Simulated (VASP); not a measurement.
# PtSe2 (Sudovikovite): Sb into a neighbouring Pt vacancy

How hard is this move in PtSe2 (Sudovikovite): Sb into a neighbouring Pt vacancy? Both ends are relaxed first, then a band of images between them. The start is a cell from a database of measured crystal structures.

Program: VASP 6.6.1. Level of theory: PBE; plane waves and PAW (Pt, Se), in the first sound run; inputs show where later runs differ. Results are calculated unless marked as measured.

The database entry behind the starting cell has ideal inner coordinates that were not refined, so it need not match the best structure at ambient conditions.

### 1. The host crystal

The structure is trigonal, space group P-3m1 (No. 164). The conventional cell has a = 3.724 Å, b = 3.724 Å, c = 5.062 Å, α = 90.00°, β = 90.00°, γ = 120.00°. Nearest to Pt lie 6 Se at 2.49 Å. Se has 3 Pt at 2.49 Å nearest. Farther neighbours and most contacts between anions are not listed.

Coordinates:

```cif
data_structure
_symmetry_space_group_name_H-M 'P-3m1'
_symmetry_Int_Tables_number 164
_cell_length_a 3.7240
_cell_length_b 3.7240
_cell_length_c 5.0620
_cell_angle_alpha 90.000
_cell_angle_beta 90.000
_cell_angle_gamma 120.000
_cell_volume 60.80
loop_
_atom_site_label
_atom_site_type_symbol
_atom_site_symmetry_multiplicity
_atom_site_Wyckoff_symbol
_atom_site_fract_x
_atom_site_fract_y
_atom_site_fract_z
_atom_site_occupancy
Pt1 Pt 1 a 0.00000 0.00000 0.00000 1
Se1 Se 2 d 0.66667 0.33333 0.75000 1
```

### 2. Relax the host

First cell and atoms are relaxed at a raised cutoff, so that later runs start from this functional's own cell.

Contents of INCAR:

```
SYSTEM = PtSe2
PREC = Accurate
ENCUT = 350
EDIFF = 1E-06
NELM = 120
ISMEAR = 0
SIGMA = 0.1
LREAL = .FALSE.
ALGO = Normal
GGA = PE
NBANDS = 17
LASPH = .TRUE.
LORBIT = 11
LWAVE = .FALSE.
LCHARG = .FALSE.
KPAR = 3
IBRION = 2
NSW = 40
ISIF = 3
EDIFFG = -0.02
POTIM = 0.4
```

Contents of POSCAR:

```
PtSe2
1.0
    3.7240000000      0.0000000000      0.0000000000
   -1.8620000000      3.2250786037      0.0000000000
    0.0000000000      0.0000000000      5.0620000000
Pt Se
1 2
Direct
    0.0000000000      0.0000000000      0.0000000000
    0.6666666667      0.3333333333      0.7500000000
    0.3333333333      0.6666666667      0.2500000000
```

Contents of KPOINTS:

```
Automatic mesh
0
Gamma
6 6 4
0 0 0
```

Potentials, in the order of the species: Pt and Se (PBE family, release 64).

The run is started by

```
mpirun -np 3 vasp_std
```

The program printed:

```text
[banner, memory and clock lines left out]
running    3 mpi-ranks, on    1 nodes
 distrk:  each k-point on    1 cores,    3 groups
 distr:  one band on    1 cores,    1 groups

 POSCAR found type information on POSCAR PtSe
 POSCAR found :  2 types and       3 ions
 LDA part: xc-table for (Slater+PW92), standard interpolation
 POSCAR, INCAR and KPOINTS ok, starting setup
 FFT: planning ... GRIDC
 FFT: planning ... GRID_SOFT
 FFT: planning ... GRID
 WAVECAR not read
 entering main loop
       N       E                     dE             d eps       ncg     rms          rms(c)
DAV:   1     0.846779582324E+02    0.84678E+02   -0.80846E+03   856   0.817E+02
DAV:   2    -0.116523439152E+02   -0.96330E+02   -0.94186E+02  1035   0.187E+02
DAV:   3    -0.149519663710E+02   -0.32996E+01   -0.32843E+01   966   0.356E+01
DAV:   4    -0.149730622811E+02   -0.21096E-01   -0.21091E-01  1064   0.314E+00
DAV:   5    -0.149733123083E+02   -0.25003E-03   -0.25002E-03   986   0.316E-01    0.131E+01
DAV:   6    -0.144010395805E+02    0.57227E+00   -0.45386E+00   843   0.194E+01    0.799E+00
DAV:   7    -0.142060564460E+02    0.19498E+00   -0.86833E-01   843   0.909E+00    0.401E+00
DAV:   8    -0.141888909691E+02    0.17165E-01   -0.48944E-02   881   0.165E+00    0.832E-01
DAV:   9    -0.141867734418E+02    0.21175E-02   -0.74001E-03   959   0.831E-01    0.178E-01
DAV:  10    -0.141869668551E+02   -0.19341E-03   -0.10091E-03   986   0.211E-01    0.439E-02
DAV:  11    -0.141869697414E+02   -0.28863E-05   -0.61555E-05  1010   0.729E-02    0.235E-02
DAV:  12    -0.141869701953E+02   -0.45388E-06   -0.11038E-05   892   0.248E-02    0.292E-03
DAV:  13    -0.141869706306E+02   -0.43527E-06   -0.65745E-07   774   0.544E-03
   1 F= -.14186971E+02 E0= -.14184224E+02  d E =-.141870E+02
 curvature:   0.00 expect dE= 0.000E+00 dE for cont linesearch  0.000E+00
 trial: gam= 0.00000 g(F)=  0.260E-01 g(S)=  0.288E+00 ort = 0.000E+00 (trialstep = 0.100E+01)
 search vector abs. value=  0.314E+00
 bond charge predicted
       N       E                     dE             d eps       ncg     rms          rms(c)
DAV:   1    -0.157687688163E+02   -0.15818E+01   -0.29335E+01   838   0.432E+01    0.877E+00
DAV:   2    -0.145740847338E+02    0.11947E+01   -0.60574E+00   832   0.249E+01    0.614E+00
DAV:   3    -0.142394773675E+02    0.33461E+00   -0.71779E-01   837   0.814E+00    0.309E+00
DAV:   4    -0.141801480524E+02    0.59329E-01   -0.19690E-01   824   0.291E+00    0.169E+00
DAV:   5    -0.141759107119E+02    0.42373E-02   -0.13925E-02   930   0.622E-01    0.603E-01
DAV:   6    -0.141762109994E+02   -0.30029E-03   -0.13621E-03  1000   0.204E-01    0.575E-02
DAV:   7    -0.141762333904E+02   -0.22391E-04   -0.51681E-05  1009   0.539E-02    0.319E-02
DAV:   8    -0.141762344355E+02   -0.10451E-05   -0.63550E-06   945   0.180E-02    0.519E-03
DAV:   9    -0.141762349207E+02   -0.48516E-06   -0.66658E-07   713   0.544E-03
   2 F= -.14176235E+02 E0= -.14173247E+02  d E =0.107357E-01
[... from here on, the cycles between the ionic steps are left out ...]
   3 F= -.14257019E+02 E0= -.14254131E+02  d E =-.700482E-01
   4 F= -.14257021E+02 E0= -.14254135E+02  d E =-.700502E-01
   5 F= -.14257807E+02 E0= -.14255011E+02  d E =-.786256E-03
   6 F= -.14259961E+02 E0= -.14257514E+02  d E =-.294003E-02
   7 F= -.14263351E+02 E0= -.14261760E+02  d E =-.633047E-02
   8 F= -.14265733E+02 E0= -.14264841E+02  d E =-.871207E-02
   9 F= -.14266612E+02 E0= -.14265723E+02  d E =-.879533E-03
  10 F= -.14268820E+02 E0= -.14268008E+02  d E =-.308733E-02
  11 F= -.14271786E+02 E0= -.14271442E+02  d E =-.605290E-02
  12 F= -.14272358E+02 E0= -.14272355E+02  d E =-.662547E-02
  13 F= -.14273079E+02 E0= -.14273020E+02  d E =-.734625E-02
  14 F= -.14274001E+02 E0= -.14273966E+02  d E =-.922297E-03
  15 F= -.14276223E+02 E0= -.14276217E+02  d E =-.314342E-02
  16 F= -.14277994E+02 E0= -.14277994E+02  d E =-.491505E-02
  17 F= -.14277996E+02 E0= -.14277996E+02  d E =-.491673E-02
  18 F= -.14278187E+02 E0= -.14278187E+02  d E =-.190888E-03
  19 F= -.14278631E+02 E0= -.14278631E+02  d E =-.635569E-03
  20 F= -.14278941E+02 E0= -.14278941E+02  d E =-.945171E-03
  21 F= -.14279137E+02 E0= -.14279137E+02  d E =-.195836E-03
  22 F= -.14279391E+02 E0= -.14279391E+02  d E =-.449624E-03
  23 F= -.14279390E+02 E0= -.14279390E+02  d E =-.448714E-03
  24 F= -.14279390E+02 E0= -.14279390E+02  d E =-.449451E-03
  25 F= -.14279421E+02 E0= -.14279421E+02  d E =-.301157E-04
 ZBRENT: can't locate minimum, use default step
 trial-energy change:   -0.000030  1 .order   -0.000029   -0.000030   -0.000029
 step:   1.1941(harm=  5.7983)  dis= 0.00003  next Energy=   -14.279684 (dE=-0.294E-03)
 bond charge predicted
       N       E                     dE             d eps       ncg     rms          rms(c)
DAV:   1    -0.142797258635E+02   -0.30524E-03   -0.64473E-03   817   0.555E-01    0.782E-02
DAV:   2    -0.142795432633E+02    0.18260E-03   -0.79810E-04   835   0.274E-01    0.466E-02
DAV:   3    -0.142795043089E+02    0.38954E-04   -0.77017E-05   897   0.879E-02    0.175E-02
DAV:   4    -0.142794939093E+02    0.10400E-04   -0.54249E-05   843   0.398E-02    0.724E-03
DAV:   5    -0.142794938488E+02    0.60458E-07   -0.28938E-06   859   0.121E-02
  26 F= -.14279494E+02 E0= -.14279494E+02  d E =-.103368E-03
 curvature:  -0.90 expect dE=-0.662E-04 dE for cont linesearch -0.372E-04
 trial: gam= 0.05245 g(F)=  0.490E-05 g(S)=  0.689E-04 ort = 0.659E-04 (trialstep = 0.478E+00)
 search vector abs. value=  0.810E-04
 reached required accuracy - stopping structural energy minimisation
```

It took 49 s on 3 MPI ranks of Intel Xeon 6975P-C (Granite Rapids), shared host; peak memory 0.44 GiB; 2 min of CPU time.

Lines that name or quote the potential files are left out of all logs, and their timing lines are given in words.

From OUTCAR (step 2):

```text
ion  position               nearest neighbor table
   1  0.000  0.000  0.000-   2 2.49   3 2.49   2 2.49   3 2.49   2 2.49   3 2.49
   2  0.667  0.333  0.750-   1 2.49   1 2.49   1 2.49
   3  0.333  0.667  0.250-   1 2.49   1 2.49   1 2.49

  LATTYP: Found a hexagonal cell.
 ALAT       =     3.7240000000
 C/A-ratio  =     1.3592910849

 Subroutine GETGRP returns: Found 12 space group operations
 (whereof 12 operations were pure point group operations)

The static configuration has the point symmetry D_3d.

 Found     24 irreducible k-points:

   k-points           NKPTS =     24   k-points in BZ     NKDIM =     24   number of bands    NBANDS=     17

   dimension x,y,z NGX =    24 NGY =   24 NGZ =   32
   dimension x,y,z NGXF=    48 NGYF=   48 NGZF=   64

   ENCUT  =  350.0 eV  25.72 Ry    5.07 a.u.   5.68  5.68  7.72*2*pi/ulx,y,z

   NELECT =      22.0000    total number of electrons

 k-points in reciprocal lattice and weights: Automatic mesh
   0.00000000  0.00000000  0.00000000       0.007
   0.16666667  0.00000000  0.00000000       0.042
   0.33333333 -0.00000000  0.00000000       0.042
   0.50000000 -0.00000000  0.00000000       0.021
   0.16666667  0.16666667  0.00000000       0.042
   0.33333333  0.16666667  0.00000000       0.083
   0.33333333  0.33333333  0.00000000       0.014
   0.00000000  0.00000000  0.25000000       0.014
   0.16666667  0.00000000  0.25000000       0.042
[...]
0.33333333  0.16666667  0.50000000       0.083
   0.33333333  0.33333333  0.50000000       0.014

 average (electrostatic) potential at core
       1 -70.2863       2 -54.3035       3 -54.3035

 E-fermi :   4.7027

 k-point     1 :       0.0000    0.0000    0.0000
  band No.  band energies     occupation
    ...
      7       1.0010      2.00000
      8       2.3516      2.00000
      9       3.7661      2.00000
     10       3.7661      2.00000
     11       4.3879      1.99999
     12       6.5326      0.00000
     13       6.5326      0.00000
     14       8.4320      0.00000
     15       9.0274      0.00000
     16      12.1279      0.00000
    ...

 k-point     2 :       0.1667    0.0000    0.0000
  band No.  band energies     occupation
    ...
      7       0.8331      2.00000
      8       1.8182      2.00000
      9       3.2584      2.00000
     10       3.6227      2.00000
     11       4.2850      2.00000
     12       5.6264      0.00000
     13       6.3684      0.00000
     14       9.7771      0.00000
     15      10.0537      0.00000
     16      11.6038      0.00000
    ...

 k-point     3 :       0.3333   -0.0000    0.0000
  band No.  band energies     occupation
    ...
      7       0.8609      2.00000
      8       1.4746      2.00000
      9       2.4139      2.00000
     10       2.7979      2.00000
     11       3.0280      2.00000
     12       5.7242      0.00000
     13       6.5081      0.00000
     14       9.0699      0.00000
     15      10.8239      0.00000
     16      12.1860      0.00000
    ...

  Total       -0.0399317     -0.0399317      0.0465809      0.0000000      0.0000000      0.0000000
  in kB       -0.8997139     -0.8997139      1.0495295      0.0000000      0.0000000      0.0000000
  external PRESSURE =      -0.2499661 kB  Pullay stress =       0.0000000 kB

  energy-cutoff  :      350.00
  volume of cell :       71.11
      direct lattice vectors                 reciprocal lattice vectors
     3.763146624 -0.000000000  0.000000000     0.265735062  0.153422209  0.000000000
    -1.881573312  3.258980575 -0.000000000     0.000000000  0.306844419 -0.000000000
    -0.000000000  0.000000000  5.798167211    -0.000000000 -0.000000000  0.172468293

 POSITION                                       TOTAL-FORCE (eV/Angst)
 -----------------------------------------------------------------------------------
      0.00000      0.00000      0.00000         0.000000      0.000000     -0.000000
      1.88157      1.08633      4.49836        -0.000000      0.000000      0.007968
     -0.00000      2.17265      1.29981         0.000000     -0.000000     -0.007968
 -----------------------------------------------------------------------------------
    total drift:                               -0.000000      0.000000     -0.000000

  FREE ENERGIE OF THE ION-ELECTRON SYSTEM (eV)
  ---------------------------------------------------
  free  energy   TOTEN  =       -14.2794938488 eV

  energy  without entropy=      -14.2794938079  energy(sigma->0) =      -14.27949383

 reached required accuracy - stopping structural energy minimisation

 total charge
# of ion       s       p       d       tot
------------------------------------------
    1        0.669   0.675   7.980   9.324
    2        1.480   2.231   0.056   3.768
    3        1.480   2.231   0.056   3.768
--------------------------------------------------
tot          3.629   5.138   8.092  16.859

[... 3 further parts left out ...]
```

The gap is read on the k-mesh alone, so it is an upper bound where the band edges lie off the mesh. After so large a change of volume the plane waves of the start cell no longer fit, so the final stress carries a basis-set error. The run keeps the 12 symmetry operations of its start, so it cannot find a distortion of lower symmetry.

The steps of the relaxation (22 of 26):

| step | energy less that of the first step (eV) | largest force (eV/Å) | pressure (GPa) | volume (Å³) |
| --- | --- | --- | --- | --- |
| 1 | 0.0000 | 0.5809 | 7.14 | 60.80 |
| 2 | 0.0107 | 0.7046 | -5.92 | 67.38 |
| 3 | -0.0700 | 0.0978 | 0.05 | 63.81 |
| 5 | -0.0708 | 0.0782 | 0.17 | 63.87 |
| 6 | -0.0730 | 0.0568 | 0.14 | 64.24 |
| 7 | -0.0764 | 0.0091 | 0.12 | 64.97 |
| 8 | -0.0788 | 0.1109 | 0.16 | 66.45 |
| 9 | -0.0796 | 0.0950 | 0.08 | 66.64 |
| 11 | -0.0848 | 0.0552 | -0.69 | 68.40 |
| 12 | -0.0854 | 0.2269 | -1.49 | 70.72 |
| 13 | -0.0861 | 0.1336 | -1.07 | 69.49 |
| 14 | -0.0870 | 0.1299 | -0.96 | 69.60 |
| 15 | -0.0893 | 0.1161 | -0.64 | 69.92 |
| 16 | -0.0910 | 0.0828 | 0.04 | 70.53 |
| 18 | -0.0912 | 0.0743 | 0.06 | 70.51 |
| 19 | -0.0917 | 0.0425 | 0.15 | 70.54 |
| 20 | -0.0920 | 0.0212 | 0.41 | 70.61 |
| 21 | -0.0922 | 0.0179 | 0.32 | 70.71 |
| 22 | -0.0924 | 0.0069 | 0.07 | 71.02 |
| 24 | -0.0924 | 0.0064 | 0.03 | 71.04 |
| 25 | -0.0924 | 0.0031 | 0.03 | 71.06 |
| 26 | -0.0925 | 0.0080 | -0.03 | 71.11 |

```
     cell as run  before  after   change
           a (Å)   3.724  3.763   +1.1 %
           b (Å)   3.724  3.763   +1.1 %
           c (Å)   5.062  5.798  +14.5 %
volume (Å³/atom)   20.27  23.70  +17.0 %
```

The atoms that moved most (Å, as changes of fractional coordinates times the final cell):

```csv
atom,dx,dy,dz,length
Se2,0.000,0.000,0.150,0.150
Se3,0.000,0.000,-0.150,0.150
```

Final coordinates:

```xyz
3
Lattice="3.7631 0.0000 0.0000 -1.8816 3.2590 0.0000 0.0000 0.0000 5.7982" Properties=species:S:1:pos:R:3 pbc="T T T"
Pt    0.0000    0.0000    0.0000
Se    1.8816    1.0863    4.4984
Se    0.0000    2.1727    1.2998
```

A gap read on the k-mesh alone can miss the band edges.

This step gave:

* electronic cycles: 173
* electrons: 22
* free energy (TOTEN): -14.28 eV
* Fermi energy: 4.703 eV
* labelled metallic, from the levels on this mesh: no
* gap on the k-mesh: 0.6569 eV
* least direct gap on the k-mesh: 1.155 eV

The run ended after 26 ionic steps, 0.093 eV below its first step, once forces and stress met EDIFFG = -0.02.

An edge changed by 15 % against the database cell. Without a dispersion term, weakly bound directions of a crystal swell by this much or more.

### 3. Relax the host again, on a new basis

The volume changed by more than 5 %, so the plane waves of the start no longer fit; a second relaxation removes that error.

INCAR, as its differences from that of step 2:

```diff
@@ -17,3 +17,3 @@
 IBRION = 2
-NSW = 40
+NSW = 30
 ISIF = 3
```

Contents of POSCAR:

```
PtSe2
1.0
    3.7631466245      0.0000000000      0.0000000000
   -1.8815733122      3.2589805750      0.0000000000
    0.0000000000      0.0000000000      5.7981672111
Pt Se
1 2
Direct
    0.0000000000      0.0000000000      0.0000000000
    0.6666666667      0.3333333333      0.7758244975
    0.3333333333      0.6666666667      0.2241755025
```

KPOINTS is that of step 2.

The run is started by

```
mpirun -np 3 vasp_std
```

The program printed:

```text
[... set-up lines as in an earlier step ...]
 entering main loop
       N       E                     dE             d eps       ncg     rms          rms(c)
DAV:   1     0.866367162356E+02    0.86637E+02   -0.79087E+03   832   0.802E+02
DAV:   2    -0.114640537820E+02   -0.98101E+02   -0.94836E+02  1060   0.183E+02
DAV:   3    -0.151014061802E+02   -0.36374E+01   -0.36208E+01   942   0.371E+01
DAV:   4    -0.151294920101E+02   -0.28086E-01   -0.28081E-01  1091   0.352E+00
DAV:   5    -0.151298640783E+02   -0.37207E-03   -0.37206E-03   984   0.376E-01    0.119E+01
DAV:   6    -0.145254407339E+02    0.60442E+00   -0.46707E+00   831   0.200E+01    0.692E+00
DAV:   7    -0.143101096334E+02    0.21533E+00   -0.91017E-01   832   0.926E+00    0.351E+00
DAV:   8    -0.142965160264E+02    0.13594E-01   -0.58723E-02   915   0.162E+00    0.797E-01
DAV:   9    -0.142935360826E+02    0.29799E-02   -0.94908E-03   910   0.966E-01    0.195E-01
DAV:  10    -0.142938244900E+02   -0.28841E-03   -0.16596E-03   987   0.244E-01    0.459E-02
DAV:  11    -0.142938333085E+02   -0.88185E-05   -0.63238E-05  1050   0.666E-02    0.292E-02
DAV:  12    -0.142938375078E+02   -0.41993E-05   -0.16822E-05   890   0.274E-02    0.500E-03
DAV:  13    -0.142938379311E+02   -0.42337E-06   -0.18178E-06   897   0.873E-03
   1 F= -.14293838E+02 E0= -.14293838E+02  d E =-.142938E+02
 curvature:   0.00 expect dE= 0.000E+00 dE for cont linesearch  0.000E+00
 trial: gam= 0.00000 g(F)=  0.292E-05 g(S)=  0.443E-04 ort = 0.000E+00 (trialstep = 0.100E+01)
 search vector abs. value=  0.472E-04
 reached required accuracy - stopping structural energy minimisation
```

Elapsed: 4.2 s, on 3 MPI ranks; peak memory 0.43 GiB; 8.9 s of CPU time.

From OUTCAR (step 3):

```text
  LATTYP: Found a hexagonal cell.
 ALAT       =     3.7631466245
 C/A-ratio  =     1.5407763209

The static configuration has the point symmetry D_3d.

 Found     24 irreducible k-points:

   dimension x,y,z NGX =    24 NGY =   24 NGZ =   36
   dimension x,y,z NGXF=    48 NGYF=   48 NGZF=   72

   ENCUT  =  350.0 eV  25.72 Ry    5.07 a.u.   5.74  5.74  8.84*2*pi/ulx,y,z

   NELECT =      22.0000    total number of electrons

 E-fermi :   4.7017

 k-point     1 :       0.0000    0.0000    0.0000
  band No.  band energies     occupation
    ...
      7       0.9987      2.00000
      8       2.3513      2.00000
      9       3.7661      2.00000
     10       3.7661      2.00000
     11       4.3875      1.99999
     12       6.5312      0.00000
     13       6.5312      0.00000
     14       8.4323      0.00000
     15       9.0273      0.00000
     16      12.1286      0.00000
    ...

 k-point     2 :       0.1667    0.0000    0.0000
  band No.  band energies     occupation
    ...
      7       0.8314      2.00000
      8       1.8181      2.00000
      9       3.2574      2.00000
     10       3.6224      2.00000
     11       4.2846      2.00000
     12       5.6252      0.00000
     13       6.3672      0.00000
     14       9.7776      0.00000
     15      10.0537      0.00000
     16      11.6038      0.00000
    ...

  Total       -0.0293171     -0.0293171      0.0414972     -0.0000000      0.0000000      0.0000000
  in kB       -0.6605530     -0.6605530      0.9349878     -0.0000000      0.0000000      0.0000000
  external PRESSURE =      -0.1287060 kB  Pullay stress =       0.0000000 kB

  energy-cutoff  :      350.00
  volume of cell :       71.11
      direct lattice vectors                 reciprocal lattice vectors
     3.763146625  0.000000000  0.000000000     0.265735062  0.153422209  0.000000000
    -1.881573312  3.258980575  0.000000000     0.000000000  0.306844419  0.000000000
     0.000000000  0.000000000  5.798167211     0.000000000  0.000000000  0.172468293

 POSITION                                       TOTAL-FORCE (eV/Angst)
 -----------------------------------------------------------------------------------
      0.00000      0.00000      0.00000        -0.000000      0.000000      0.000000
      1.88157      1.08633      4.49836        -0.000000     -0.000000      0.006150
     -0.00000      2.17265      1.29981         0.000000      0.000000     -0.006150
 -----------------------------------------------------------------------------------
    total drift:                               -0.000000      0.000000      0.000000

  FREE ENERGIE OF THE ION-ELECTRON SYSTEM (eV)
  ---------------------------------------------------
  free  energy   TOTEN  =       -14.2938379311 eV

  energy  without entropy=      -14.2938378889  energy(sigma->0) =      -14.29383791

 total charge
# of ion       s       p       d       tot
------------------------------------------
    1        0.668   0.675   7.986   9.329
    2        1.480   2.232   0.056   3.768
    3        1.480   2.232   0.056   3.768
--------------------------------------------------
tot          3.629   5.138   8.097  16.865

[... 3 parts as in an earlier step ...]

[... 7 further parts left out ...]
```

CONTCAR:

```
PtSe2
   1.00000000000000
     3.7631466245000000    0.0000000000000000    0.0000000000000000
    -1.8815733122000000    3.2589805749999998    0.0000000000000000
     0.0000000000000000    0.0000000000000000    5.7981672111000000
  Pt              Se
     1     2
Direct
     0.0000000000000000    0.0000000000000000    0.0000000000000000
     0.6666666667000030    0.3333333332999970    0.7758244974999968
     0.3333333332999970    0.6666666667000030    0.2241755025000032
```

Little changed from the start: no atom moved by 0.005 Å and no cell edge by 0.1 %.

Numbers from this step:

```
electronic cycles   : 13
free energy (TOTEN) : -14.29 eV
Fermi energy        : 4.702 eV
gap on the k-mesh   : 0.6559 eV
```

The start already met the threshold, so nothing moved.

(Part 1 of 4 ends here.)

[Lines on the potential files, build, host, timing and source positions are cut from VASP's logs without a mark.]

[Logs are printed without paths, hosts, clocks, repeated set-up lines and the standing remarks that a program may print on its own settings, such as how far it seeks lower states.]

[Hosts, paths, dates, database ids (printed as entryN), source tags and the programs' standing remarks are cut or masked in the printed files.]

[Runs that stopped without an error message from VASP are left out.]
